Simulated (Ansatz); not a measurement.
Li: input, output and frames of a trajectory

Method: DFT PBE+D3(BJ), scalar-relativistic, plane waves, PAW in Ansatz. The runs took a 420 eV cutoff, a Γ-centred 3×3×3 mesh and Fermi–Dirac smearing (0.05 eV). The mesh is coarse. No spin polarisation.

18 atoms, starting at 1.01 times the perfect crystal's volume (space group P6_3/mmc, the cell as given, not relaxed at this level); Langevin thermostat at 450 K (friction 0.005 fs⁻¹), fixed cell; 30 steps of 6 fs. The run is short and not equilibrated. The time step is too long for these atoms, so the motion is inaccurate.

The run converged.

Command:
```bash
ansatz run input.yaml --threads 4 --pin off --max-ram 5120MiB --backend cpu --events-out ev --progress --plain --runs-dir out
```

Input:
```yaml
crystal:
  lattice:
    - [0.0, 5.4063156275, 5.1099203901]
    - [-4.6820066743, -2.7031578137, 5.1099203901]
    - [4.6820066743, -2.7031578137, 5.1099203901]
  atoms:
    - { symbol: Li, position: [0.3055555556, 0.6388888889, 0.3055555556] }
    - { symbol: Li, position: [0.6388888889, 0.6388888889, 0.9722222222] }
    - { symbol: Li, position: [0.3055555556, 0.3055555556, 0.6388888889] }
    - { symbol: Li, position: [0.3055555556, 0.9722222222, 0.9722222222] }
    - { symbol: Li, position: [0.6388888889, 0.3055555556, 0.3055555556] }
    - { symbol: Li, position: [0.9722222222, 0.6388888889, 0.6388888889] }
    - { symbol: Li, position: [0.9722222222, 0.3055555556, 0.9722222222] }
    - { symbol: Li, position: [0.6388888889, 0.9722222222, 0.6388888889] }
    - { symbol: Li, position: [0.9722222222, 0.9722222222, 0.3055555556] }
    - { symbol: Li, position: [0.3611111111, 0.6944444444, 0.6944444444] }
    - { symbol: Li, position: [0.6944444444, 0.6944444444, 0.3611111111] }
    - { symbol: Li, position: [0.3611111111, 0.3611111111, 0.0277777778] }
    - { symbol: Li, position: [0.3611111111, 0.0277777778, 0.3611111111] }
    - { symbol: Li, position: [0.6944444444, 0.3611111111, 0.6944444444] }
    - { symbol: Li, position: [0.0277777778, 0.6944444444, 0.0277777778] }
    - { symbol: Li, position: [0.0277777778, 0.3611111111, 0.3611111111] }
    - { symbol: Li, position: [0.6944444444, 0.0277777778, 0.0277777778] }
    - { symbol: Li, position: [0.0277777778, 0.0277777778, 0.6944444444] }
basis:
  ecutwfc: 420
kpoints:
  mp_grid: { grid: [3, 3, 3], shift: [0.0, 0.0, 0.0] }
hamiltonian:
  xc: pbe
  dispersion: d3bj
scf:
  occupations: { method: fermi_dirac, width: 0.05 }
  lower_state_search: "off"
  convergence: { dr2_threshold: 1.0e-07 }
output:
  forces: true
  stress: true
md:
  timestep: 6.0
  n_steps: 30
  ensemble: nvt_langevin
  temperature: 450.0
  initial_velocities: maxwell_boltzmann
  seed: 87928
  friction: 0.005
```

Output (its end):
```
...
SCF converged after 6 iterations
Free energy (F): -3686.643851 eV
Harris-Foulkes:  -3686.643851 eV  (|F-HF|=6.35e-9)
Internal energy: -3686.561766 eV  (E = F + TS)
E sigma→0 (E₀):  -3686.602808 eV
Entropy (-TS):   -0.082085 eV (-4.560 meV/atom)
Fermi energy:    0.936201 eV
--- Per-component energies (eV) ---
  E_band       = -1658.451438
  E_kinetic    = 378.877399
  E_local      = -2432.904398  (includes V_loc(G=0)·N_el)
  E_nonlocal   = -598.726288
  E_hartree    = 726.509068
  E_xc         = -179.681008
  E_vxc        = -231.249797  (∫ρ·V_xc dr)
  E_paw        = -378.105532  (= ΣΔE_a)
  E_vpaw       = -227.466699  (= ΣTr[D̂ρ^β])
  E_aug_tail   = 0.000260  (compensation charges beyond the density's cutoff)
  E_ewald      = -1199.668624
  E_disp       = -2.862641  (pairwise vdW)
  E_smearing   = -0.082085  (= −TS)
  E_closure    = 0.000000  (closes the sum)
  Σ components = -3686.643851   (vs F -3686.643851, Δ=0.00e0)
--- Forces (eV/Å), atoms counted from 1 ---
  atom   1  Li    -0.01460547    -0.29496122    -0.16034467
  atom   2  Li     0.04562740     0.07668985    -0.18018186
  atom   3  Li     0.08058229    -0.08111971     0.34629342
  atom   4  Li    -0.12696766    -0.06251360    -0.44228890
  atom   5  Li    -0.02582486     0.13682731    -0.38426464
  atom   6  Li     0.01016542     0.25555137    -0.07138629
  atom   7  Li    -0.27899520     0.05165759     0.24875973
  atom   8  Li    -0.05108966     0.10849813    -0.11316848
  atom   9  Li     0.20510939    -0.02880485    -0.11065428
  atom  10  Li     0.04902901     0.00527382    -0.31517555
  atom  11  Li    -0.04921401     0.00916938     0.25815611
  atom  12  Li    -0.02788522    -0.03044075     0.11770789
  atom  13  Li     0.18189974    -0.05925424     0.48836977
  atom  14  Li    -0.12793692     0.00912093     0.17449125
  atom  15  Li     0.07619612    -0.14005200     0.16620332
  atom  16  Li    -0.01184933     0.06731265     0.09380301
  atom  17  Li     0.05160765     0.06937684     0.02997437
  atom  18  Li     0.01414647    -0.09233512    -0.14629180
  max |Σ_I F_I| component: 4.82e-6 eV/Å
--- Stress (GPa, compression-positive) ---
       -1.916539      -0.167661      -0.089502
       -0.167661      -2.048146       0.075610
       -0.089502       0.075610      -1.137464
  P = ⅓ Tr σ = -1.7007 GPa (-17.007 kbar)
--- MD trajectory: 30 steps, t = 0.0 → 180.0 fs ---
  final state: T = 361.6 K   F+E_penalty+E_count = -3686.64385069 eV   E_kin = 0.841302 eV
```

Frames along the run (Å, eV/Å; dE is the potential energy from the first frame):

```xyz
18
Lattice="0.000 5.406 5.110 -4.682 -2.703 5.110 4.682 -2.703 5.110" Properties=species:S:1:pos:R:3:forces:R:3 pbc="T T T" time_fs=0.00 dE_eV=0.0000 T_K=425
Li   -1.561   -0.901    6.387    0.000    0.000   -0.004
Li    1.561   -0.901   11.497    0.000    0.000   -0.004
Li    1.561   -0.901    6.387    0.000    0.000   -0.004
Li    0.000   -3.604   11.497    0.000    0.000   -0.004
Li    0.000    1.802    6.387    0.000    0.000   -0.004
Li    0.000    1.802   11.497    0.000    0.000   -0.004
Li    3.121    1.802   11.497    0.000    0.000   -0.004
Li   -1.561   -0.901   11.497    0.000    0.000   -0.004
Li   -3.121    1.802   11.497    0.000    0.000   -0.004
Li    0.000   -1.802    8.942    0.000    0.000    0.004
Li   -1.561    0.901    8.942    0.000    0.000    0.004
Li   -1.561    0.901    3.832    0.000    0.000    0.004
Li    1.561    0.901    3.832    0.000    0.000    0.004
Li    1.561    0.901    8.942    0.000    0.000    0.004
Li   -3.121   -1.802    3.832    0.000    0.000    0.004
Li    0.000   -1.802    3.832    0.000    0.000    0.004
Li    0.000    3.604    3.832    0.000    0.000    0.004
Li    3.121   -1.802    3.832    0.000    0.000    0.004
18
Lattice="0.000 5.406 5.110 -4.682 -2.703 5.110 4.682 -2.703 5.110" Properties=species:S:1:pos:R:3:forces:R:3 pbc="T T T" time_fs=18.00 dE_eV=0.4424 T_K=246
Li   -1.417   -0.877    6.317   -0.205    0.007    0.179
Li    1.464   -0.946   11.364    0.104    0.130    0.252
Li    1.605   -0.884    6.239    0.046    0.043    0.228
Li    0.081   -3.533   11.550   -0.011   -0.092   -0.025
Li   -0.032    1.869    6.494   -0.044   -0.048   -0.127
Li   -0.022    1.706   11.300    0.011    0.066    0.233
Li    3.175    1.912   11.427   -0.036   -0.118    0.254
Li   -1.661   -0.862   11.581    0.135   -0.164   -0.206
Li   -3.074    1.600   11.447   -0.030    0.247    0.004
Li    0.113   -1.918    9.091   -0.273    0.178   -0.299
Li   -1.658    0.858    8.796    0.038   -0.032    0.116
Li   -1.697    1.011    3.934    0.241    0.016   -0.136
Li    1.666    0.748    3.554   -0.059    0.069    0.288
Li    1.628    1.088    8.922   -0.208   -0.157    0.007
Li   -3.065   -1.660    3.845   -0.075   -0.257   -0.011
Li   -0.149   -1.681    4.089    0.208   -0.117   -0.483
Li   -0.064    3.541    3.879    0.147   -0.009   -0.070
Li    3.199   -1.963    3.945    0.013    0.237   -0.203
18
Lattice="0.000 5.406 5.110 -4.682 -2.703 5.110 4.682 -2.703 5.110" Properties=species:S:1:pos:R:3:forces:R:3 pbc="T T T" time_fs=30.00 dE_eV=0.7745 T_K=106
Li   -1.414   -0.818    6.279   -0.219   -0.019    0.258
Li    1.351   -0.980   11.331    0.234    0.252    0.361
Li    1.650   -0.866    6.183    0.024    0.038    0.278
Li    0.155   -3.513   11.590   -0.093   -0.178   -0.081
Li   -0.086    1.890    6.522   -0.045   -0.023   -0.133
Li   -0.018    1.685   11.203   -0.044    0.081    0.314
Li    3.179    1.943   11.415   -0.026   -0.147    0.278
Li   -1.711   -0.903   11.571    0.161   -0.144   -0.221
Li   -3.074    1.543   11.416   -0.011    0.276   -0.013
Li    0.126   -1.957    9.186   -0.363    0.196   -0.492
Li   -1.712    0.791    8.724    0.078    0.018    0.188
Li   -1.703    1.082    3.965    0.236    0.027   -0.178
Li    1.710    0.693    3.418   -0.048    0.035    0.407
Li    1.596    1.162    8.903   -0.185   -0.219    0.010
Li   -3.025   -1.596    3.839   -0.108   -0.343   -0.027
Li   -0.182   -1.609    4.156    0.278   -0.170   -0.640
Li   -0.009    3.499    3.869    0.062    0.036   -0.059
Li    3.222   -2.017    3.951    0.068    0.283   -0.249
18
Lattice="0.000 5.406 5.110 -4.682 -2.703 5.110 4.682 -2.703 5.110" Properties=species:S:1:pos:R:3:forces:R:3 pbc="T T T" time_fs=48.00 dE_eV=0.6078 T_K=253
Li   -1.507   -0.735    6.332    0.041   -0.096   -0.042
Li    1.319   -0.959   11.344    0.160    0.231    0.190
Li    1.751   -0.781    6.237   -0.156   -0.183    0.131
Li    0.232   -3.568   11.611   -0.185   -0.108   -0.228
Li   -0.173    1.988    6.514    0.016   -0.064   -0.078
Li   -0.037    1.705   11.209   -0.072    0.118    0.281
Li    3.211    1.943   11.498   -0.075   -0.032    0.041
Li   -1.762   -1.047   11.456    0.170    0.149   -0.099
Li   -3.073    1.638   11.399    0.032    0.067   -0.080
Li    0.027   -2.010    9.102   -0.094    0.198   -0.353
Li   -1.740    0.696    8.750    0.144    0.106    0.176
Li   -1.593    1.243    3.906   -0.010   -0.156   -0.091
Li    1.706    0.632    3.349   -0.018    0.064    0.517
Li    1.468    1.187    8.876   -0.002   -0.167    0.015
Li   -3.040   -1.683    3.769    0.058   -0.189    0.020
Li   -0.105   -1.535    4.056    0.114   -0.148   -0.312
Li    0.073    3.495    3.779   -0.037    0.107    0.017
Li    3.328   -2.000    3.843   -0.085    0.103   -0.105
18
Lattice="0.000 5.406 5.110 -4.682 -2.703 5.110 4.682 -2.703 5.110" Properties=species:S:1:pos:R:3:forces:R:3 pbc="T T T" time_fs=66.00 dE_eV=0.5769 T_K=311
Li   -1.549   -0.609    6.370    0.125   -0.176   -0.203
Li    1.404   -0.858   11.353   -0.105    0.142    0.011
Li    1.768   -0.761    6.338   -0.319   -0.331    0.014
Li    0.174   -3.707   11.606   -0.046    0.120   -0.308
Li   -0.233    2.123    6.491    0.138   -0.142   -0.100
Li   -0.134    1.877   11.369    0.114   -0.001   -0.020
Li    3.256    2.002   11.573   -0.185   -0.021   -0.123
Li   -1.751   -1.204   11.341    0.207    0.413    0.026
Li   -2.991    1.793   11.383   -0.042   -0.100   -0.083
Li   -0.115   -2.032    8.851    0.178    0.133    0.000
Li   -1.687    0.605    8.847    0.066    0.191    0.091
Li   -1.534    1.334    3.834   -0.112   -0.253    0.006
Li    1.597    0.591    3.482    0.086    0.242    0.323
Li    1.346    1.148    8.839    0.097   -0.134    0.090
Li   -3.073   -1.903    3.699    0.269    0.082    0.056
Li    0.068   -1.541    3.857   -0.177   -0.190    0.061
Li    0.051    3.594    3.661    0.015   -0.030    0.092
Li    3.419   -2.008    3.684   -0.309    0.057    0.067
18
Lattice="0.000 5.406 5.110 -4.682 -2.703 5.110 4.682 -2.703 5.110" Properties=species:S:1:pos:R:3:forces:R:3 pbc="T T T" time_fs=84.00 dE_eV=0.6751 T_K=264
Li   -1.503   -0.536    6.365   -0.016   -0.125   -0.156
Li    1.483   -0.684   11.383   -0.221   -0.002   -0.090
Li    1.632   -0.884    6.500   -0.168   -0.003   -0.199
Li    0.083   -3.798   11.527    0.117    0.230   -0.218
Li   -0.265    2.159    6.354    0.265   -0.107   -0.046
Li   -0.224    2.036   11.565    0.282   -0.192   -0.414
Li    3.172    2.052   11.600   -0.160   -0.131   -0.207
Li   -1.698   -1.208   11.271    0.099    0.217    0.161
Li   -2.921    1.858   11.337   -0.235   -0.087    0.075
Li   -0.204   -1.922    8.648    0.293    0.042    0.430
Li   -1.620    0.652    9.003   -0.044    0.181   -0.151
Li   -1.531    1.320    3.767   -0.111   -0.259    0.096
Li    1.574    0.654    3.713   -0.054    0.193   -0.007
Li    1.285    1.046    8.847    0.119   -0.024    0.061
Li   -2.975   -2.033    3.678    0.130    0.296    0.087
Li    0.103   -1.630    3.694   -0.151   -0.101    0.202
Li   -0.086    3.730    3.561    0.131   -0.209    0.167
Li    3.358   -1.963    3.594   -0.274    0.081    0.208
18
Lattice="0.000 5.406 5.110 -4.682 -2.703 5.110 4.682 -2.703 5.110" Properties=species:S:1:pos:R:3:forces:R:3 pbc="T T T" time_fs=96.00 dE_eV=0.7673 T_K=274
Li   -1.469   -0.505    6.330   -0.096   -0.088   -0.101
Li    1.513   -0.540   11.384   -0.202   -0.118   -0.063
Li    1.518   -1.019    6.604    0.053    0.286   -0.440
Li    0.074   -3.796   11.434    0.086    0.246   -0.114
Li   -0.201    2.168    6.204    0.218   -0.085    0.037
Li   -0.248    2.083   11.617    0.243   -0.279   -0.473
Li    3.125    2.055   11.578   -0.076   -0.149   -0.213
Li   -1.676   -1.120   11.254    0.034    0.034    0.218
Li   -2.937    1.853   11.293   -0.255   -0.042    0.164
Li   -0.207   -1.817    8.609    0.194   -0.073    0.608
Li   -1.595    0.696    9.061   -0.055    0.159   -0.272
Li   -1.613    1.271    3.746   -0.003   -0.262    0.100
Li    1.544    0.730    3.835   -0.138    0.057   -0.161
Li    1.299    0.964    8.852    0.088    0.085   -0.008
Li   -2.866   -2.046    3.718   -0.055    0.343    0.041
Li    0.095   -1.747    3.611   -0.073    0.026    0.223
Li   -0.178    3.771    3.503    0.204   -0.209    0.205
Li    3.265   -1.908    3.570   -0.168    0.070    0.247
18
Lattice="0.000 5.406 5.110 -4.682 -2.703 5.110 4.682 -2.703 5.110" Properties=species:S:1:pos:R:3:forces:R:3 pbc="T T T" time_fs=114.00 dE_eV=0.7198 T_K=261
Li   -1.448   -0.462    6.226   -0.072   -0.099    0.065
Li    1.552   -0.401   11.340   -0.141   -0.270    0.059
Li    1.423   -1.152    6.605    0.166    0.438   -0.587
Li    0.120   -3.714   11.286   -0.035    0.184    0.044
Li   -0.018    2.151    5.981   -0.062   -0.022    0.280
Li   -0.237    2.036   11.610    0.150   -0.180   -0.263
Li    3.054    2.003   11.505    0.144   -0.055   -0.170
Li   -1.706   -1.004   11.318    0.067   -0.038    0.116
Li   -2.968    1.836   11.308   -0.230    0.044    0.111
Li   -0.101   -1.638    8.725   -0.085   -0.270    0.451
Li   -1.575    0.812    9.018   -0.084    0.054   -0.218
Li   -1.744    1.129    3.699    0.161   -0.134    0.096
Li    1.392    0.872    3.938    0.050   -0.146   -0.353
Li    1.403    0.951    8.819    0.059    0.102   -0.072
Li   -2.766   -1.892    3.822   -0.253    0.220   -0.083
Li    0.083   -1.928    3.558   -0.020    0.171    0.159
Li   -0.167    3.769    3.531    0.189   -0.072    0.104
Li    3.125   -1.831    3.593   -0.004    0.073    0.261
18
Lattice="0.000 5.406 5.110 -4.682 -2.703 5.110 4.682 -2.703 5.110" Properties=species:S:1:pos:R:3:forces:R:3 pbc="T T T" time_fs=132.00 dE_eV=0.7574 T_K=281
Li   -1.489   -0.441    6.129    0.008   -0.100    0.224
Li    1.650   -0.358   11.368   -0.079   -0.342    0.022
Li    1.451   -1.160    6.383   -0.038    0.426   -0.258
Li    0.063   -3.597   11.174    0.005    0.111    0.213
Li    0.167    2.064    5.831   -0.371    0.099    0.725
Li   -0.185    1.950   11.504    0.149   -0.016   -0.057
Li    3.032    2.029   11.365    0.281   -0.136   -0.095
Li   -1.690   -0.864   11.415    0.119   -0.068   -0.047
Li   -2.961    1.870   11.431   -0.254    0.134   -0.122
Li   -0.012   -1.588    8.974   -0.141   -0.120   -0.042
Li   -1.616    1.024    8.861   -0.057   -0.170   -0.016
Li   -1.773    0.944    3.566    0.211    0.195    0.138
Li    1.269    0.961    3.944    0.367   -0.313   -0.585
Li    1.503    1.039    8.790    0.029   -0.108   -0.074
Li   -2.741   -1.656    3.852   -0.366   -0.069   -0.126
Li    0.117   -1.979    3.563   -0.099    0.240    0.035
Li   -0.072    3.703    3.674    0.063    0.183   -0.167
Li    3.042   -1.738    3.621    0.174    0.054    0.233
18
Lattice="0.000 5.406 5.110 -4.682 -2.703 5.110 4.682 -2.703 5.110" Properties=species:S:1:pos:R:3:forces:R:3 pbc="T T T" time_fs=150.00 dE_eV=0.6622 T_K=307
Li   -1.518   -0.452    6.130   -0.025   -0.121    0.189
Li    1.705   -0.398   11.418   -0.021   -0.270   -0.006
Li    1.461   -0.994    6.098   -0.023    0.160    0.119
Li   -0.006   -3.436   11.198    0.067   -0.079    0.315
Li    0.220    1.986    5.952   -0.256   -0.016    0.383
Li   -0.147    1.876   11.387    0.167    0.140    0.057
Li    3.152    2.006   11.164    0.108   -0.003    0.173
Li   -1.645   -0.785   11.534    0.080   -0.065   -0.159
Li   -2.996    1.888   11.514   -0.195    0.181   -0.295
Li    0.046   -1.601    9.240   -0.170    0.148   -0.424
Li   -1.639    1.147    8.771    0.031   -0.229    0.103
Li   -1.761    0.914    3.475    0.244    0.344    0.076
Li    1.299    1.000    3.711    0.270   -0.068   -0.204
Li    1.607    1.097    8.788   -0.105   -0.176   -0.044
Li   -2.830   -1.470    3.823   -0.350   -0.319   -0.086
Li    0.106   -1.919    3.554   -0.157    0.177   -0.011
Li    0.006    3.719    3.792    0.049    0.191   -0.285
Li    3.006   -1.597    3.674    0.287    0.007    0.100
18
Lattice="0.000 5.406 5.110 -4.682 -2.703 5.110 4.682 -2.703 5.110" Properties=species:S:1:pos:R:3:forces:R:3 pbc="T T T" time_fs=162.00 dE_eV=0.5627 T_K=323
Li   -1.507   -0.441    6.179   -0.087   -0.199    0.064
Li    1.682   -0.478   11.479    0.050   -0.152   -0.051
Li    1.433   -0.845    5.926    0.066    0.008    0.318
Li   -0.002   -3.327   11.325    0.032   -0.110    0.138
Li    0.205    1.929    6.142   -0.158    0.059    0.006
Li   -0.085    1.835   11.343    0.117    0.224    0.052
Li    3.271    2.002   11.084   -0.085    0.051    0.299
Li   -1.608   -0.747   11.577    0.038   -0.014   -0.175
Li   -3.050    1.945   11.508   -0.043    0.114   -0.310
Li    0.038   -1.562    9.297   -0.158    0.170   -0.482
Li   -1.612    1.152    8.758    0.043   -0.166    0.147
Li   -1.708    0.983    3.455    0.167    0.226    0.068
Li    1.345    1.033    3.531    0.190    0.071    0.129
Li    1.673    1.080    8.747   -0.188   -0.118    0.059
Li   -2.972   -1.400    3.772   -0.216   -0.308    0.005
Li    0.061   -1.829    3.536   -0.159    0.083   -0.002
Li    0.047    3.740    3.808    0.096    0.105   -0.244
Li    3.011   -1.519    3.707    0.296   -0.043   -0.022
18
Lattice="0.000 5.406 5.110 -4.682 -2.703 5.110 4.682 -2.703 5.110" Properties=species:S:1:pos:R:3:forces:R:3 pbc="T T T" time_fs=180.00 dE_eV=0.5924 T_K=362
Li   -1.479   -0.450    6.324   -0.015   -0.295   -0.160
Li    1.688   -0.658   11.581    0.046    0.077   -0.180
Li    1.474   -0.659    5.823    0.081   -0.081    0.346
Li    0.080   -3.219   11.556   -0.127   -0.063   -0.442
Li    0.140    1.931    6.469   -0.026    0.137   -0.384
Li    0.062    1.802   11.337    0.010    0.256   -0.071
Li    3.413    2.034   11.090   -0.279    0.052    0.249
Li   -1.536   -0.759   11.574   -0.051    0.108   -0.113
Li   -3.122    2.092   11.375    0.205   -0.029   -0.111
Li   -0.102   -1.453    9.176    0.049    0.005   -0.315
Li   -1.525    1.095    8.770   -0.049    0.009    0.258
Li   -1.593    1.137    3.476   -0.028   -0.030    0.118
Li    1.422    1.148    3.362    0.182   -0.059    0.488
Li    1.699    1.032    8.737   -0.128    0.009    0.174
Li   -3.200   -1.377    3.657    0.076   -0.140    0.166
Li   -0.092   -1.678    3.531   -0.012    0.067    0.094
Li    0.119    3.793    3.722    0.052    0.069    0.030
Li    3.159   -1.455    3.733    0.014   -0.092   -0.146
```